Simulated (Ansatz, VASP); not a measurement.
# C in VASP and in Ansatz

Contents of INCAR:

```
SYSTEM = C
  ALGO = Normal
  EDIFF = 1E-7
  ENCUT = 520
  GGA = PE
  ISIF = 2
  ISMEAR = -1
  LASPH = .True.
  LCHARG = .False.
  LREAL = .False.
  LWAVE = .False.
  NBANDS = 11
  NELM = 60
  PREC = Accurate
  SIGMA = 0.3
```

The input KPOINTS:

```
k-points
0
Gamma
  11 11 11
  0 0 0
```

POSCAR

```
C
1.0
    1.2280263500      0.7090013400      3.3470108400
   -1.2280263500      0.7090013400      3.3470108400
    0.0000000000     -1.4180026800      3.3470108400
C
2
Direct
    0.1640000000      0.1640000000      0.1640000000
    0.8360000000      0.8360000000      0.8360000000
```

Input for Ansatz:

```yaml
crystal:
  lattice:
    - [1.22802635, 0.70900134, 3.34701084]
    - [-1.22802635, 0.70900134, 3.34701084]
    - [0.0, -1.41800268, 3.34701084]
  atoms:
    - { symbol: C, position: [0.164, 0.164, 0.164] }
    - { symbol: C, position: [0.836, 0.836, 0.836] }
hamiltonian:
  xc: pbe
  pseudopotentials: { kind: paw }
basis:
  ecutwfc: 420
kpoints:
  mp_grid: { grid: [11, 11, 11] }
scf:
  occupations: { method: fermi_dirac, width: 0.3 }
  lower_state_search: "off"
  max_iter: 100
output:
  forces: true
  stress: true
```

Alike in both runs: task single point; functional PBE; k mesh 11 × 11 × 11; occupations fermi-dirac, width 0.3 eV; no spin polarisation.

```csv
,VASP,Ansatz
version,VASP 6.6.1,Ansatz 0.2.0
potentials or method,"VASP PAW PBE potentials, release 64 (C)","PAW, plane waves, scalar-relativistic"
plane-wave cutoff (eV),520,420
valence electrons in the cell,8,8
```

VASP gave:

```
pressure (GPa)                                  : 4.9
largest component of the traceless stress (GPa) : 1.90
rms of the force components (eV/Å)              : 0.499
```

Q: What did Ansatz give for the same quantities?

A: Pressure (GPa): 4.4; largest component of the traceless stress (GPa): 1.37; rms of the force components (eV/Å): 0.501.

Atom by atom the forces differ by 0.002 eV/Å (rms over components).
